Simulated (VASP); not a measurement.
PtSe2 (Sudovikovite) under changes of volume

One of the cells (19.196 Å³/atom); the others are scaled copies at fixed shape and fractional positions:

```
CELL_PARAMETERS angstrom
3.74637 0.00000 0.00000
-1.87318 3.24445 0.00000
0.00000 0.00000 4.73789
ATOMIC_POSITIONS crystal
Pt 0.00000 0.00000 0.00000
Se 0.66667 0.33333 0.73353
Se 0.33333 0.66667 0.26647
```

| Property | Result |
| --- | --- |
| Program | VASP 6.6.1 |
| Functional | LDA |
| Potentials or basis | VASP PAW LDA potentials, release 64 (Pt, Se) |
| Cutoff | 520 eV |
| k mesh | 8 × 8 × 4 |
| Occupations | fermi-dirac, width 0.05 eV |
| Spin | no spin polarisation |

| volume (Å³/atom) | energy over the lowest point (meV/atom) | pressure (GPa) | largest force (eV/Å) |
| --- | --- | --- | --- |
| 18.428 | 14.73 | 6.4 | 0.459 |
| 18.812 | ? | ? | ? |
| 19.196 | 0.00 | 0.0 | 0.003 |
| 19.580 | 3.30 | -2.7 | 0.204 |
| 19.964 | 12.66 | -5.1 | 0.389 |

Q: What does the run at 18.812 Å³/atom give?

A: Energy over the lowest point 3.52 meV/atom; pressure 3.0 GPa; largest force 0.218 eV/Å.

Worked out: A Birch-Murnaghan fit of order 2 (a polynomial in V^(-2/3)) to the other rows has its minimum at 19.20 Å³/atom with B0 = V·E''(V) = 142 GPa at fixed shape and positions, which overstates the stiffness. It gives 3.61 meV/atom at 18.812 Å³/atom, against the run's 3.52, and -dE/dV = 3.0 GPa, against 3.0.

Energies are extrapolated to zero smearing.
